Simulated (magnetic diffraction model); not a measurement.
**Magnetic neutron pattern of TmSbO3**

Space group R-3 (no. 148), a = 5.8640 Å, c = 14.6560 Å.

```csv
site,atom,x,y,z
6c,Tm,0,0,0.1402
6c,Sb,1/3,2/3,0.0230
18f,O,0.7084,0.0876,0.0862
```

This is a made-up structure (elements placed in a structure type, unrelaxed), so the numbers test the method and describe no known phase.

Only Tm is taken to order (form factors of Tm3+); orders and moment sizes are assumed, and not adapted to the symmetry. Radiation: neutrons of λ = 2.0775 Å, 8° to 50°; isotropic B of 0.56 Å² (Tm), 0.5 Å² (Sb) and 0.95 Å² (O). The intensities are simulated: I ∝ L Σ (|F_N|² + |F_M⊥|²) for unpolarised neutrons, with F_M = 2.695 fm/μB × Σ f(s) S exp(2πi Q·r) exp(−B s²) at Q = H ± k (one set where k and −k are equivalent), only the part normal to Q counting and L = 1/(sin²θ cos θ). For collinear order S is the moment m, which repeats by lattice and centring translations R with the sign exp(−2πi k·R). Form factors are spin-only for 3d ions and dipole or tabulated for f ions, scattering lengths are Sears's of 1992, and absorption is left out. A label names one of the reflections at its angle. The strongest nuclear line in the range is 100, and lines under 0.2 are left out.

Assume the order k = (1/2 1/2 0), collinear moments along [001], 4.6 μB on Tm; signs + at (0, 0, 0.1402), + at (2/3, 1/3, 0.1931).

Predict the pattern, nuclear and magnetic parts apart.

```tsv
2θ (°)	index	nuclear	magnetic
14.30	(1/2 -1/2 1)	0.0	77.4
20.13	(-1/2 1/2 2)	0.0	31.5
24.55	(0 0 3)	2.0	0.0
25.00	(1 0 1)	9.9	0.0
28.82	(0 1 2)	48.9	0.0
32.13	(1/2 1/2 3)	0.0	6.7
32.49	(-1/2 3/2 1)	0.0	39.0
35.08	(1/2 -1/2 4)	0.0	0.5
35.57	(3/2 -1/2 2)	0.0	43.6
40.92	(1 0 4)	26.9	0.0
41.50	(1 1 0)	17.3	0.0
43.29	(-1/2 1/2 5)	0.0	1.3
43.84	(3/2 -3/2 3)	0.0	5.6
44.11	(3/2 1/2 1)	0.0	20.6
46.15	(-1/2 3/2 4)	0.0	2.2
46.54	(1/2 3/2 2)	0.0	26.8
48.31	(0 1 5)	1.9	0.0
48.81	(1 1 3)	100.0	0.0
49.06	(0 2 1)	8.4	0.0
```

The strongest magnetic line in the range is (1/2 -1/2 1) at 14.30° (77.4). On top of the Lorentz factor, which all lines share, magnetic lines fade with angle because f falls: for Tm3+ it is 0.97, 0.87, 0.75 and 0.49 at sin θ/λ = 0.1, 0.2, 0.3 and 0.5 Å⁻¹, while nuclear lengths stay constant. The order has no net moment.

[Logs are printed without paths, hosts, clocks, repeated set-up lines and the standing remarks that a program may print on its own settings, such as how far it seeks lower states.]
